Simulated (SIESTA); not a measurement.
The system is TaN.

```
Ta N
1.0
     0.00000    2.21132    2.21132
     2.21132    0.00000    2.21132
     2.21132    2.21132    0.00000
Ta N
1 1
Cartesian
  2.2405 2.3053 2.2063
  0.0022 0.0062 -0.0610
```

The cell comes from a database or a generator and needn't be the stable form of this composition.

The cell isn't the ideal one: atoms moved at random, drawn with an rms of 0.05 Å.

Base run:

```yaml
Program: SIESTA 5.4.2
Functional: PBEsol
Potentials_or_basis: PseudoDojo 0.4 standard (PBEsol files)
Basis: DZP (energy shift 0.003 Ry; two zetas on semicore shells)
Grid_cutoff: 800 Ry
Energy_shift: 0.003 Ry
k_mesh: 10 × 10 × 10
Occupations: fermi-dirac, width 0.05 eV
Spin: no spin polarisation
```

Its results: band gap on the k mesh none (metal or under the smearing width); pressure -2.9 GPa; largest force 0.806 eV/Å.

Question: The run is repeated on the same cell with these changes: functional from PBEsol to PBE; potentials or basis from PseudoDojo 0.4 standard (PBEsol files) to PseudoDojo 0.4 standard (PBE files). What comes out?

Answer: Band gap on the k mesh none (metal or under the smearing width); pressure 6.8 GPa; largest force 0.847 eV/Å.

Caveats: short orbitals over semicore shells can move pressures by several GPa; the basis of atomic orbitals isn't converged, which shifts pressures, moduli and gaps.
